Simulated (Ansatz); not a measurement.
# Ti16O: the cost of one run

Program: Ansatz 0.2.0. Level of theory: DFT PBE, scalar-relativistic, plane waves, PAW. These are calculated values, not measurements.

2 further runs of the same task are left out: 1 that didn't finish, 1 set aside as unsound or not needed.

### Step 1. Starting point

Symmetry: Fm-3m, No. 225, cubic system. The conventional cell has a = 4.112 Å, b = 4.112 Å, c = 4.112 Å, α = 90.00°, β = 90.00°, γ = 90.00°. Ti (site symmetry m-3m) has 12 Ti at 2.91 Å as nearest neighbours.

As a file:

```cif
data_structure
_symmetry_space_group_name_H-M 'Fm-3m'
_symmetry_Int_Tables_number 225
_cell_length_a 4.1120
_cell_length_b 4.1120
_cell_length_c 4.1120
_cell_angle_alpha 90.000
_cell_angle_beta 90.000
_cell_angle_gamma 90.000
_cell_volume 69.53
loop_
_atom_site_label
_atom_site_type_symbol
_atom_site_symmetry_multiplicity
_atom_site_Wyckoff_symbol
_atom_site_fract_x
_atom_site_fract_y
_atom_site_fract_z
_atom_site_occupancy
Ti1 Ti 4 a 0.00000 0.00000 0.00000 1
```

It is the result of an earlier relaxation at this level (volume 17.38 Å³/atom; gap on the mesh: none (metal)).

### Step 2. The defect cell, relaxed

The supercell's rows are -1 -1 3; -1 -1 -1; 3 -1 -1 in vectors of the relaxed cell. Atom 17 is the O that will move.

Input file input.yaml:

```yaml
crystal:
  lattice:
    - [4.112035046, 4.112035046, -4.112035046]
    - [-4.112035046, -4.112035046, -4.112035046]
    - [-4.112035046, 4.112035046, 4.112035046]
  atoms:
    - { symbol: Ti, position: [0.25, 0.75, 0.0] }
    - { symbol: Ti, position: [0.5, 0.5, 0.0] }
    - { symbol: Ti, position: [0.75, 0.25, 0.0] }
    - { symbol: Ti, position: [0.75, 0.75, 0.5] }
    - { symbol: Ti, position: [0.0, 0.75, 0.25] }
    - { symbol: Ti, position: [0.25, 0.5, 0.25] }
    - { symbol: Ti, position: [0.5, 0.25, 0.25] }
    - { symbol: Ti, position: [0.75, 0.0, 0.25] }
    - { symbol: Ti, position: [0.0, 0.0, 0.0] }
    - { symbol: Ti, position: [0.5, 0.75, 0.75] }
    - { symbol: Ti, position: [0.75, 0.5, 0.75] }
    - { symbol: Ti, position: [0.0, 0.5, 0.5] }
    - { symbol: Ti, position: [0.25, 0.25, 0.5] }
    - { symbol: Ti, position: [0.5, 0.0, 0.5] }
    - { symbol: Ti, position: [0.0, 0.25, 0.75] }
    - { symbol: Ti, position: [0.25, 0.0, 0.75] }
    - { symbol: O, position: [-0.0049208118, 0.4771271158, 0.0041890373] }
basis:
  ecutwfc: 420
  xc_grid: 2
kpoints:
  mp_grid: { grid: [4, 4, 4], shift: [0.5, 0.5, 0.5] }
hamiltonian:
  xc: pbe
scf:
  occupations: { method: gaussian, width: 0.1 }
output:
  forces: true
  stress: false
  eigenvalues: true
relax:
  adjacent_minimum: "off"
  f_tol: 0.02
  max_steps: 60
```

Run with:

```sh
$ ansatz run input.yaml --threads 4 --pin off --max-ram 8192MiB --backend cpu --events-out ev --progress --plain --runs-dir out
```

Q: Estimate wall time and peak memory on 4 threads of Arm Neoverse V1, shared host.

About 3.5 min, with a peak of 1.5 GiB.
